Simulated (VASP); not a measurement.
All values below come from PBEsol GGA, VASP's PBE PAW potentials (set 64) (plane waves; VASP). Each cell was relaxed at this level, without spin-orbit coupling.

Q: Which of these comes out without a gap?
A. TiSe2, P-3m1 (164)
B. ZrO2, P2_1/c (14)
C. MgS, Fm-3m (225)
D. SnS, Pnma (62)

A: A, TiSe2, P-3m1 (164). The others have gaps of 0.65 eV (SnS, Pnma (62)), 3.58 eV (ZrO2, P2_1/c (14)), 2.73 eV (MgS, Fm-3m (225)).
